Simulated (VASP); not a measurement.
A run of VASP 6.6.1 is set up as follows.

File INCAR:

```
ALGO     = Normal         # electronic algorithm
DIPOL    = 0.5 0.5 0.294
EDIFF    = 1E-7           # SCF threshold, eV
EDIFFG   = -0.01          # ionic threshold
ENCUT    = 520            # plane-wave cutoff, eV
GGA      = 91             # functional
IBRION   = 2              # ionic algorithm
IDIPOL   = 3            
ISIF     = 2              # what is computed and relaxed
ISMEAR   = -1             # smearing method
ISPIN    = 2              # spin polarisation
LASPH    = T              # aspherical terms in the spheres
LCHARG   = F              # write CHGCAR
LDIPOL   = T            
LMAXMIX  = 4              # l up to which the mixer works
LORBIT   = 11             # projections on sites
LREAL    = F              # projectors in reciprocal space
LWAVE    = F              # write WAVECAR
MAGMOM   = 1              # initial moments
NELM     = 150            # most SCF steps
NSW      = 60             # ionic steps
PREC     = Accurate       # precision mode
SIGMA    = 0.05           # smearing width, eV
```

KPOINTS

```
k-points
0
Gamma
  9 9 1
```

File POSCAR:

```
Ni
1.0
    2.2591100000      0.0000000000      0.0000000000
    0.0000000000      2.2591100000      0.0000000000
    0.0000000000      0.0000000000     23.8000000000
Ni
1
Selective dynamics
Direct
    0.5000000000      0.5000000000      0.2941200000  F F F
```

Potentials or basis: VASP PAW PBE potentials, release 64 (Ni).

The run is started by

```sh
$ cat potpaw_PBE.64/Ni/POTCAR > POTCAR
$ mpirun -np 1 vasp_std > vasp.out
```

Task: What does it give for the band gap on the k mesh?

Result: None (metal or under the smearing width).

Task: Predict the site moments.

Result: Ni +0.84 μB.

Task: What does it give for the net moment?

Result: 0.82 μB per cell.

Final structure:
```
Ni
1.0
     2.25911    0.00000    0.00000
     0.00000    2.25911    0.00000
     0.00000    0.00000   23.80000
Ni
1
Direct
  0.50000 0.50000 0.29412
```

Caveat: the relaxation stopped at its first step, so nothing moved.
